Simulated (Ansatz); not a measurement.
# Nickel, fcc under LDA: testing the k-point mesh

A convergence test of the k-point mesh. The geometry was relaxed under LDA beforehand and stays fixed; 8 values are run, from 3×3×3 to 23×23×23. Wanted are the values from which on the energy stays within 10 and 1 meV/atom, and the pressure within 0.5 GPa, of the last run. Within the series other settings stay, but some runs also write fields, which adds to their time. Spin polarisation is left out.

Computed with Ansatz 0.2.0 (DFT LDA, plane waves with PAW, scalar-relativistic, unless a step says otherwise).

**1. The structure to begin with**

The structure is cubic, space group Fm-3m (No. 225). Conventional cell: a = 3.421 Å, b = 3.421 Å, c = 3.421 Å, α = 90.00°, β = 90.00°, γ = 90.00°. Around Ni (site symmetry m-3m) lie 12 Ni at 2.42 Å.

Structure file:

```xyz
1
Lattice="0.0000 1.7104 1.7104 1.7104 0.0000 1.7104 1.7104 1.7104 0.0000" Properties=species:S:1:pos:R:3 pbc="T T T"
Ni    0.0000    0.0000    0.0000
```

**2. Run at 3×3×3**

The run at 3×3×3.

Input file input.yaml:

```yaml
crystal:
  lattice:
    - [0.0, 1.7104399105, 1.7104399105]
    - [1.7104399105, 0.0, 1.7104399105]
    - [1.7104399105, 1.7104399105, 0.0]
  atoms:
    - { symbol: Ni, position: [0.0, 0.0, 0.0] }
hamiltonian:
  xc: lda
  pseudopotentials:
    kind: paw
    azcp:
      Ni: "pseudopotentials/Ni.paw.azcp"
basis:
  ecutwfc: 420
  fft_grid_basis: typed
kpoints:
  mp_grid: { grid: [3, 3, 3], shift: [0, 0, 0] }
magnetization:
  spin_polarized: false
scf:
  occupations: { method: fermi_dirac, width: 0.1 }
  lower_state_search: "off"
output:
  stress: true
  write_density: true
  write_potential: true
  elf: true
  volumetric_format: npy
```

Launch:

```console
$ ansatz run input.yaml --threads 2 --pin off --max-ram 5120MiB --backend cpu --events-out ev --progress --plain --runs-dir out
```

Output, shortened:

```text
Warning: <dir> the record states the generating functional pbe (its physics header spells it `PBE`), which answers neither for hamiltonian.xc's functional nor for the lda family's — results may be inconsistent (PPs are generated against a specific XC)
Warning: RAYON_NUM_THREADS=2 ignored (pool sized by the plan → 2); use --threads N
[...]
Pseudopotentials: kind: paw
Pseudopotential: Ni, paw, valence charge 18, recommended cutoff 420 eV (normal), <dir>
Functional definition: SPW92
[...]
Crystal: 1 atoms, lattice volume = 10.008 Å³
Basis set: ecut = 420 eV, 181 PW (Γ)
Bands: 13, of which v1, the nominal top of the filled ones, is band 9 counted from 1 (8 counted from 0)
Symmetry: 48 space group operations
Space group: Fm-3m (ITA 225), of the structure as read, at distance tolerance 2.2e-5 Å
k-points: 4 of 27
[...]
SCF iter   1: F=—  HF=-5773.100218 eV  |F-HF|=—  |Δ(HF+E_count)|=         —  Δρ=6.64e-2  dr2=2.30e-1  ethr=1.77e-3  ⟨swp⟩=5.0  Hψ=278  notcnv=0
[...]
SCF iter   7: F=-5773.048770 eV  HF=-5773.048770 eV  |F-HF|=3.72e-9  |Δ(HF+E_count)|=   2.13e-8  Δρ=9.29e-6  dr2=4.61e-9  ethr=4.84e-10  ⟨swp⟩=5.0  Hψ=277  notcnv=0
[...]
SCF converged after 7 iterations
Free energy (F): -5773.048770 eV
[...]
E sigma→0 (E₀):  -5772.953670 eV
Entropy (-TS):   -0.190201 eV (-190.201 meV/atom)
Fermi energy:    18.879557 eV
[...]
--- Stress (GPa, compression-positive) ---
       11.107308      -0.000000       0.000000
        0.000000      11.107308      -0.000000
        0.000000      -0.000000      11.107308
  P = ⅓ Tr σ = 11.1073 GPa (111.073 kbar)
--- Band table (eV) ---
  k-point 0: bands = ["-83.2575", "-43.8895", "-43.8895", "-43.8895", "10.0066", "17.1033", "17.1033", "17.1033", "18.3356", "18.3356", "43.9635", "48.4554", "48.4554"]
[...]
```

Run time: 0.35 s. Hardware: 2 threads of Arm Neoverse V1, shared host; peak memory 0.24 GiB.

**3. Run at 4×4×4**

The run at 4×4×4.

Changes to input.yaml since step 2:

```diff
@@ -17,3 +17,3 @@
 kpoints:
-  mp_grid: { grid: [3, 3, 3], shift: [0, 0, 0] }
+  mp_grid: { grid: [4, 4, 4], shift: [0, 0, 0] }
 magnetization:
@@ -25,5 +25 @@
   stress: true
-  write_density: true
-  write_potential: true
-  elf: true
-  volumetric_format: npy
```

Launch:

```console
$ ansatz run input.yaml --threads 2 --pin off --max-ram 5120MiB --backend cpu --events-out ev --progress --plain --runs-dir out
```

Output, shortened:

```text
Warning: <dir> the record states the generating functional pbe (its physics header spells it `PBE`), which answers neither for hamiltonian.xc's functional nor for the lda family's — results may be inconsistent (PPs are generated against a specific XC)
Warning: RAYON_NUM_THREADS=2 ignored (pool sized by the plan → 2); use --threads N
[...]
Pseudopotentials: kind: paw
Pseudopotential: Ni, paw, valence charge 18, recommended cutoff 420 eV (normal), <dir>
Functional definition: SPW92
[...]
Crystal: 1 atoms, lattice volume = 10.008 Å³
Basis set: ecut = 420 eV, 181 PW (Γ)
Bands: 13, of which v1, the nominal top of the filled ones, is band 9 counted from 1 (8 counted from 0)
Symmetry: 48 space group operations
Space group: Fm-3m (ITA 225), of the structure as read, at distance tolerance 2.2e-5 Å
k-points: 8 of 64
[...]
SCF iter   1: F=—  HF=-5773.469262 eV  |F-HF|=—  |Δ(HF+E_count)|=         —  Δρ=3.19e-2  dr2=4.70e-2  ethr=1.77e-3  ⟨swp⟩=5.4  Hψ=548  notcnv=0
[...]
SCF iter   6: F=-5773.458347 eV  HF=-5773.458347 eV  |F-HF|=2.55e-11  |Δ(HF+E_count)|=   3.68e-9  Δρ=6.59e-7  dr2=1.32e-11  ethr=8.30e-11  ⟨swp⟩=2.9  Hψ=371  notcnv=0
[...]
SCF converged after 6 iterations
Free energy (F): -5773.458347 eV
[...]
E sigma→0 (E₀):  -5773.412370 eV
Entropy (-TS):   -0.091954 eV (-91.954 meV/atom)
Fermi energy:    19.600004 eV
[...]
--- Stress (GPa, compression-positive) ---
       -2.863674      -0.000000      -0.000000
        0.000000      -2.863674      -0.000000
        0.000000      -0.000000      -2.863674
  P = ⅓ Tr σ = -2.8637 GPa (-28.637 kbar)
```

It took 0.32 s on 2 threads of Arm Neoverse V1, shared host; peak memory 0.24 GiB.

**4. Run at 6×6×6**

The run at 6×6×6.

Changes to input.yaml since step 3:

```diff
@@ -17,3 +17,3 @@
 kpoints:
-  mp_grid: { grid: [4, 4, 4], shift: [0, 0, 0] }
+  mp_grid: { grid: [6, 6, 6], shift: [0, 0, 0] }
 magnetization:
```

Launch:

```console
$ ansatz run input.yaml --threads 2 --pin off --max-ram 5120MiB --backend cpu --events-out ev --progress --plain --runs-dir out
```

Output, shortened:

```text
Warning: <dir> the record states the generating functional pbe (its physics header spells it `PBE`), which answers neither for hamiltonian.xc's functional nor for the lda family's — results may be inconsistent (PPs are generated against a specific XC)
Warning: RAYON_NUM_THREADS=2 ignored (pool sized by the plan → 2); use --threads N
[...]
Pseudopotentials: kind: paw
Pseudopotential: Ni, paw, valence charge 18, recommended cutoff 420 eV (normal), <dir>
Functional definition: SPW92
[...]
Crystal: 1 atoms, lattice volume = 10.008 Å³
Basis set: ecut = 420 eV, 181 PW (Γ)
Bands: 13, of which v1, the nominal top of the filled ones, is band 9 counted from 1 (8 counted from 0)
Symmetry: 48 space group operations
Space group: Fm-3m (ITA 225), of the structure as read, at distance tolerance 2.2e-5 Å
k-points: 16 of 216
[...]
SCF iter   1: F=—  HF=-5773.422693 eV  |F-HF|=—  |Δ(HF+E_count)|=         —  Δρ=3.42e-2  dr2=5.51e-2  ethr=1.77e-3  ⟨swp⟩=5.2  Hψ=1108  notcnv=0
[...]
SCF iter   6: F=-5773.410633 eV  HF=-5773.410633 eV  |F-HF|=5.07e-10  |Δ(HF+E_count)|=   6.33e-9  Δρ=4.14e-6  dr2=1.21e-9  ethr=6.20e-11  ⟨swp⟩=2.8  Hψ=780  notcnv=0
[...]
SCF converged after 6 iterations
Free energy (F): -5773.410633 eV
[...]
E sigma→0 (E₀):  -5773.372359 eV
Entropy (-TS):   -0.076548 eV (-76.548 meV/atom)
Fermi energy:    19.457754 eV
[...]
--- Stress (GPa, compression-positive) ---
       -1.114955      -0.000000       0.000000
       -0.000000      -1.114955       0.000000
       -0.000000       0.000000      -1.114955
  P = ⅓ Tr σ = -1.1150 GPa (-11.150 kbar)
```

Run time: 0.37 s. Hardware: 2 threads of Arm Neoverse V1, shared host; peak memory 0.24 GiB.

**5. Run at 8×8×8**

The run at 8×8×8.

Changes to input.yaml since step 4:

```diff
@@ -17,3 +17,3 @@
 kpoints:
-  mp_grid: { grid: [6, 6, 6], shift: [0, 0, 0] }
+  mp_grid: { grid: [8, 8, 8], shift: [0, 0, 0] }
 magnetization:
```

Launch:

```console
$ ansatz run input.yaml --threads 2 --pin off --max-ram 5120MiB --backend cpu --events-out ev --progress --plain --runs-dir out
```

Output, shortened:

```text
Warning: <dir> the record states the generating functional pbe (its physics header spells it `PBE`), which answers neither for hamiltonian.xc's functional nor for the lda family's — results may be inconsistent (PPs are generated against a specific XC)
Warning: RAYON_NUM_THREADS=2 ignored (pool sized by the plan → 2); use --threads N
[...]
Pseudopotentials: kind: paw
Pseudopotential: Ni, paw, valence charge 18, recommended cutoff 420 eV (normal), <dir>
Functional definition: SPW92
[...]
Crystal: 1 atoms, lattice volume = 10.008 Å³
Basis set: ecut = 420 eV, 181 PW (Γ)
Bands: 13, of which v1, the nominal top of the filled ones, is band 9 counted from 1 (8 counted from 0)
Symmetry: 48 space group operations
Space group: Fm-3m (ITA 225), of the structure as read, at distance tolerance 2.2e-5 Å
k-points: 29 of 512
[...]
SCF iter   1: F=—  HF=-5773.370326 eV  |F-HF|=—  |Δ(HF+E_count)|=         —  Δρ=2.98e-2  dr2=4.10e-2  ethr=1.77e-3  ⟨swp⟩=5.2  Hψ=2011  notcnv=0
[...]
SCF iter   6: F=-5773.361688 eV  HF=-5773.361688 eV  |F-HF|=1.72e-9  |Δ(HF+E_count)|=   1.51e-8  Δρ=3.30e-6  dr2=3.81e-10  ethr=9.79e-11  ⟨swp⟩=2.6  Hψ=1436  notcnv=0
[...]
SCF converged after 6 iterations
Free energy (F): -5773.361688 eV
[...]
E sigma→0 (E₀):  -5773.314407 eV
Entropy (-TS):   -0.094563 eV (-94.563 meV/atom)
Fermi energy:    19.533002 eV
[...]
--- Stress (GPa, compression-positive) ---
        0.578437      -0.000000      -0.000000
       -0.000000       0.578437       0.000000
        0.000000      -0.000000       0.578437
  P = ⅓ Tr σ = 0.5784 GPa (5.784 kbar)
```

Run time: 0.43 s. Hardware: 2 threads of Arm Neoverse V1, shared host; peak memory 0.24 GiB.

**6. Run at 10×10×10**

The run at 10×10×10.

Changes to input.yaml since step 5:

```diff
@@ -17,3 +17,3 @@
 kpoints:
-  mp_grid: { grid: [8, 8, 8], shift: [0, 0, 0] }
+  mp_grid: { grid: [10, 10, 10], shift: [0, 0, 0] }
 magnetization:
@@ -25 +25,5 @@
   stress: true
+  write_density: true
+  write_potential: true
+  elf: true
+  volumetric_format: npy
```

Launch:

```console
$ ansatz run input.yaml --threads 2 --pin off --max-ram 5120MiB --backend cpu --events-out ev --progress --plain --runs-dir out
```

Output, shortened:

```text
Warning: <dir> the record states the generating functional pbe (its physics header spells it `PBE`), which answers neither for hamiltonian.xc's functional nor for the lda family's — results may be inconsistent (PPs are generated against a specific XC)
Warning: RAYON_NUM_THREADS=2 ignored (pool sized by the plan → 2); use --threads N
[...]
Pseudopotentials: kind: paw
Pseudopotential: Ni, paw, valence charge 18, recommended cutoff 420 eV (normal), <dir>
Functional definition: SPW92
[...]
Crystal: 1 atoms, lattice volume = 10.008 Å³
Basis set: ecut = 420 eV, 181 PW (Γ)
Bands: 13, of which v1, the nominal top of the filled ones, is band 9 counted from 1 (8 counted from 0)
Symmetry: 48 space group operations
Space group: Fm-3m (ITA 225), of the structure as read, at distance tolerance 2.2e-5 Å
k-points: 47 of 1000
[...]
SCF iter   1: F=—  HF=-5773.386611 eV  |F-HF|=—  |Δ(HF+E_count)|=         —  Δρ=2.38e-2  dr2=2.43e-2  ethr=1.77e-3  ⟨swp⟩=5.3  Hψ=3285  notcnv=0
[...]
SCF iter   6: F=-5773.380728 eV  HF=-5773.380728 eV  |F-HF|=5.51e-9  |Δ(HF+E_count)|=   2.27e-8  Δρ=6.50e-6  dr2=1.31e-9  ethr=1.08e-10  ⟨swp⟩=5.9  Hψ=3527  notcnv=0
[...]
SCF converged after 6 iterations
Free energy (F): -5773.380728 eV
[...]
E sigma→0 (E₀):  -5773.341069 eV
Entropy (-TS):   -0.079320 eV (-79.320 meV/atom)
Fermi energy:    19.589973 eV
[...]
--- Stress (GPa, compression-positive) ---
        0.040566       0.000000       0.000000
       -0.000000       0.040566       0.000000
       -0.000000       0.000000       0.040566
  P = ⅓ Tr σ = 0.0406 GPa (0.406 kbar)
--- Band table (eV; the first three rows and the last of 47) ---
  k-point 0: bands = ["-82.8289", "-43.4760", "-43.4760", "-43.4760", "10.0041", "17.4156", "17.4156", "17.4156", "18.7043", "18.7043", "43.9236", "48.4589", "48.4589"]
[...]
```

It took 0.64 s on 2 threads of Arm Neoverse V1, shared host; peak memory 0.25 GiB.

**7. Run at 13×13×13**

The run at 13×13×13.

Changes to input.yaml since step 6:

```diff
@@ -17,3 +17,3 @@
 kpoints:
-  mp_grid: { grid: [10, 10, 10], shift: [0, 0, 0] }
+  mp_grid: { grid: [13, 13, 13], shift: [0, 0, 0] }
 magnetization:
@@ -25,5 +25 @@
   stress: true
-  write_density: true
-  write_potential: true
-  elf: true
-  volumetric_format: npy
```

Launch:

```console
$ ansatz run input.yaml --threads 2 --pin off --max-ram 5120MiB --backend cpu --events-out ev --progress --plain --runs-dir out
```

Output, shortened:

```text
Warning: <dir> the record states the generating functional pbe (its physics header spells it `PBE`), which answers neither for hamiltonian.xc's functional nor for the lda family's — results may be inconsistent (PPs are generated against a specific XC)
Warning: RAYON_NUM_THREADS=2 ignored (pool sized by the plan → 2); use --threads N
[...]
Pseudopotentials: kind: paw
Pseudopotential: Ni, paw, valence charge 18, recommended cutoff 420 eV (normal), <dir>
Functional definition: SPW92
[...]
Crystal: 1 atoms, lattice volume = 10.008 Å³
Basis set: ecut = 420 eV, 181 PW (Γ)
Bands: 13, of which v1, the nominal top of the filled ones, is band 9 counted from 1 (8 counted from 0)
Symmetry: 48 space group operations
Space group: Fm-3m (ITA 225), of the structure as read, at distance tolerance 2.2e-5 Å
k-points: 84 of 2197
[...]
SCF iter   1: F=—  HF=-5773.387498 eV  |F-HF|=—  |Δ(HF+E_count)|=         —  Δρ=2.55e-2  dr2=2.86e-2  ethr=1.77e-3  ⟨swp⟩=5.2  Hψ=5868  notcnv=0
[...]
SCF iter   6: F=-5773.380941 eV  HF=-5773.380941 eV  |F-HF|=7.60e-9  |Δ(HF+E_count)|=   3.07e-8  Δρ=7.97e-6  dr2=2.17e-9  ethr=1.89e-10  ⟨swp⟩=4.1  Hψ=3702  notcnv=0
[...]
SCF converged after 6 iterations
Free energy (F): -5773.380941 eV
[...]
E sigma→0 (E₀):  -5773.338839 eV
Entropy (-TS):   -0.084204 eV (-84.204 meV/atom)
Fermi energy:    19.571267 eV
[...]
--- Stress (GPa, compression-positive) ---
        0.140148       0.000000       0.000000
        0.000000       0.140148       0.000000
        0.000000      -0.000000       0.140148
  P = ⅓ Tr σ = 0.1401 GPa (1.401 kbar)
```

Wall time 0.66 s (2 threads of Arm Neoverse V1, shared host); peak memory 0.25 GiB.

**8. Run at 17×17×17**

The run at 17×17×17.

Changes to input.yaml since step 7:

```diff
@@ -17,3 +17,3 @@
 kpoints:
-  mp_grid: { grid: [13, 13, 13], shift: [0, 0, 0] }
+  mp_grid: { grid: [17, 17, 17], shift: [0, 0, 0] }
 magnetization:
```

Launch:

```console
$ ansatz run input.yaml --threads 2 --pin off --max-ram 5120MiB --backend cpu --events-out ev --progress --plain --runs-dir out
```

Output, shortened:

```text
Warning: <dir> the record states the generating functional pbe (its physics header spells it `PBE`), which answers neither for hamiltonian.xc's functional nor for the lda family's — results may be inconsistent (PPs are generated against a specific XC)
Warning: RAYON_NUM_THREADS=2 ignored (pool sized by the plan → 2); use --threads N
[...]
Pseudopotentials: kind: paw
Pseudopotential: Ni, paw, valence charge 18, recommended cutoff 420 eV (normal), <dir>
Functional definition: SPW92
[...]
Crystal: 1 atoms, lattice volume = 10.008 Å³
Basis set: ecut = 420 eV, 181 PW (Γ)
Bands: 13, of which v1, the nominal top of the filled ones, is band 9 counted from 1 (8 counted from 0)
Symmetry: 48 space group operations
Space group: Fm-3m (ITA 225), of the structure as read, at distance tolerance 2.2e-5 Å
k-points: 165 of 4913
[...]
SCF iter   1: F=—  HF=-5773.391718 eV  |F-HF|=—  |Δ(HF+E_count)|=         —  Δρ=2.57e-2  dr2=2.89e-2  ethr=1.77e-3  ⟨swp⟩=5.3  Hψ=11550  notcnv=0
[...]
SCF iter   6: F=-5773.384987 eV  HF=-5773.384987 eV  |F-HF|=3.93e-9  |Δ(HF+E_count)|=   2.14e-8  Δρ=5.39e-6  dr2=1.01e-9  ethr=1.26e-10  ⟨swp⟩=2.9  Hψ=8283  notcnv=0
[...]
SCF converged after 6 iterations
Free energy (F): -5773.384987 eV
[...]
E sigma→0 (E₀):  -5773.344128 eV
Entropy (-TS):   -0.081717 eV (-81.717 meV/atom)
Fermi energy:    19.559928 eV
[...]
--- Stress (GPa, compression-positive) ---
        0.009534       0.000000       0.000000
        0.000000       0.009534       0.000000
        0.000000      -0.000000       0.009534
  P = ⅓ Tr σ = 0.0095 GPa (0.095 kbar)
```

Run time: 1.1 s. Hardware: 2 threads of Arm Neoverse V1, shared host; peak memory 0.27 GiB.

**9. Run at 23×23×23**

The run at 23×23×23.

Changes to input.yaml since step 8:

```diff
@@ -17,3 +17,3 @@
 kpoints:
-  mp_grid: { grid: [17, 17, 17], shift: [0, 0, 0] }
+  mp_grid: { grid: [23, 23, 23], shift: [0, 0, 0] }
 magnetization:
```

Launch:

```console
$ ansatz run input.yaml --threads 2 --pin off --max-ram 5120MiB --backend cpu --events-out ev --progress --plain --runs-dir out
```

Output, shortened:

```text
Warning: <dir> the record states the generating functional pbe (its physics header spells it `PBE`), which answers neither for hamiltonian.xc's functional nor for the lda family's — results may be inconsistent (PPs are generated against a specific XC)
Warning: RAYON_NUM_THREADS=2 ignored (pool sized by the plan → 2); use --threads N
[...]
Pseudopotentials: kind: paw
Pseudopotential: Ni, paw, valence charge 18, recommended cutoff 420 eV (normal), <dir>
Functional definition: SPW92
[...]
Crystal: 1 atoms, lattice volume = 10.008 Å³
Basis set: ecut = 420 eV, 181 PW (Γ)
Bands: 13, of which v1, the nominal top of the filled ones, is band 9 counted from 1 (8 counted from 0)
Symmetry: 48 space group operations
Space group: Fm-3m (ITA 225), of the structure as read, at distance tolerance 2.2e-5 Å
k-points: 364 of 12167
[...]
SCF iter   1: F=—  HF=-5773.390609 eV  |F-HF|=—  |Δ(HF+E_count)|=         —  Δρ=2.55e-2  dr2=2.84e-2  ethr=1.77e-3  ⟨swp⟩=5.3  Hψ=25548  notcnv=0
[...]
SCF iter   6: F=-5773.383992 eV  HF=-5773.383992 eV  |F-HF|=5.81e-9  |Δ(HF+E_count)|=   2.46e-8  Δρ=6.82e-6  dr2=1.57e-9  ethr=1.45e-10  ⟨swp⟩=2.9  Hψ=18244  notcnv=0
[...]
SCF converged after 6 iterations
Free energy (F): -5773.383992 eV
[...]
E sigma→0 (E₀):  -5773.342893 eV
Entropy (-TS):   -0.082198 eV (-82.198 meV/atom)
Fermi energy:    19.565397 eV
[...]
--- Stress (GPa, compression-positive) ---
        0.049095       0.000000      -0.000000
        0.000000       0.049095      -0.000000
        0.000000      -0.000000       0.049095
  P = ⅓ Tr σ = 0.0491 GPa (0.491 kbar)
```

Wall time 2 s (2 threads of Arm Neoverse V1, shared host); peak memory 0.32 GiB.

**10. Convergence table**

Differences are taken from the run at 23×23×23.

```tsv
k-mesh	k-points	E(σ → 0) (meV/atom)	P (GPa)	SCF cycles	CPU time
3×3×3	4	389.22	11.11	7	0.47 s
4×4×4	8	-69.48	-2.86	6	0.44 s
6×6×6	16	-29.47	-1.11	6	0.52 s
8×8×8	29	28.49	0.58	6	0.63 s
10×10×10	47	1.82	0.04	6	1 s
13×13×13	84	4.05	0.14	6	1.1 s
17×17×17	165	-1.24	0.01	6	1.9 s
23×23×23	364	0.00	0.05	6	3.8 s
```

**11. Summary of results**

```
                                           quantity                        value
      E(σ → 0) stays within 10 meV/atom of 23×23×23             from 10×10×10 on
                   E(σ → 0) stays within 1 meV/atom  not reached before 23×23×23
                      pressure stays within 0.5 GPa             from 10×10×10 on
                               pressure at 23×23×23                     0.05 GPa
                    CPU time, dearest over cheapest                          8.5
energy of a separate run on a finer mesh (26×26×26)  +0.4 meV/atom from 23×23×23
```

In words: The far end, 3×3×3, lies +389.2 meV/atom and +11.1 GPa from the yardstick. The error changes sign along the series: k-point sums are not variational. The energy has not settled to 1 meV/atom before the last mesh. Metals converge slowly, as the Fermi surface must be resolved. A run on a finer mesh agrees with the yardstick to 1 meV/atom. The cell taken over is 9 % smaller than the measured one (10.94 Å³/atom, COD), which weighs on all values here.

Real Ni is ferromagnetic; without spin these runs don't describe its ground state.
